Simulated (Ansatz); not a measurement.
Relaxation of Zr2N

Theory: Ansatz 0.2.0, DFT PBEsol, scalar-relativistic, plane waves, PAW. (420 eV cutoff, 8×8×10 k-mesh, Gaussian smearing of 0.10 eV, no spin polarisation)

What was changed: relaxed at 8 GPa.

Other phases may be more stable at this pressure.

Command:

```bash
ansatz run input.yaml --threads 1 --pin off --max-ram 2560MiB --backend cpu --events-out ev --progress --plain --runs-dir out
```

Input:

```yaml
crystal:
  lattice:
    - [5.2966322333, 0.0, 0.0]
    - [0.0, 5.2966322333, 0.0]
    - [0.0, 0.0, 3.2306800057]
  atoms:
    - { symbol: Zr, position: [0.2959012895, 0.2959012895, 0.0] }
    - { symbol: Zr, position: [0.7040987105, 0.7040987105, 0.0] }
    - { symbol: Zr, position: [0.7959012895, 0.2040987105, 0.5] }
    - { symbol: Zr, position: [0.2040987105, 0.7959012895, 0.5] }
    - { symbol: "N", position: [0.0, 0.0, 0.0] }
    - { symbol: "N", position: [0.5, 0.5, 0.5] }
basis:
  ecutwfc: 420
kpoints:
  mp_grid: { grid: [8, 8, 10] }
hamiltonian:
  xc: pbesol
scf:
  occupations: { method: gaussian, width: 0.1 }
output:
  forces: true
  stress: true
  eigenvalues: true
relax:
  adjacent_minimum: "off"
  f_tol: 0.008
  max_steps: 50
  cell: { stress_tol: 0.08, p_target: 8.0 }
```

F is the free energy. Steps run on the plane waves of an earlier cell, but the last one, and at times one on the way, on a freshly chosen basis, so a repeated geometry can differ a little in energy. The relaxation lowers the enthalpy F + PV at the target pressure, so F itself can rise.

Steps:

```tsv
step	F − F(1) (eV)	largest force component (eV/Å)	V (Å³/atom)	P (GPa)
1	0.0000	0.042	15.106	8.22
2	-0.0071	0.001	15.129	7.82
3	-0.0047	0.002	15.120	7.94
4	-0.0031	0.001	15.115	8.02
5	-0.0032	0.001	15.115	8.02
```

Relaxed structure:

```yaml
crystal:
  lattice:
    - [5.29584, 0.00000, 0.00000]
    - [0.00000, 5.29584, 0.00000]
    - [0.00000, 0.00000, 3.23357]
  atoms:
    - { symbol: Zr, position: [0.29542, 0.29542, 0.00000] }
    - { symbol: Zr, position: [0.70458, 0.70458, 0.00000] }
    - { symbol: Zr, position: [0.79542, 0.20458, 0.50000] }
    - { symbol: Zr, position: [0.20458, 0.79542, 0.50000] }
    - { symbol: N, position: [0.00000, 0.00000, 0.00000] }
    - { symbol: N, position: [0.50000, 0.50000, 0.50000] }
```

Symmetry: P4_2/mnm, No. 136, tetragonal system. The conventional cell has a = 5.296 Å, b = 5.296 Å, c = 3.234 Å, α = 90.00°, β = 90.00°, γ = 90.00°. Around Zr (site symmetry m2m) lie 3 N at 2.21 to 2.23 Å. Around N (site symmetry mmm) lie 6 Zr at 2.21 to 2.23 Å.

The run converged. The run took 71 s on 1 thread of Arm Neoverse V2, with other jobs on the host, peak memory 0.46 GiB.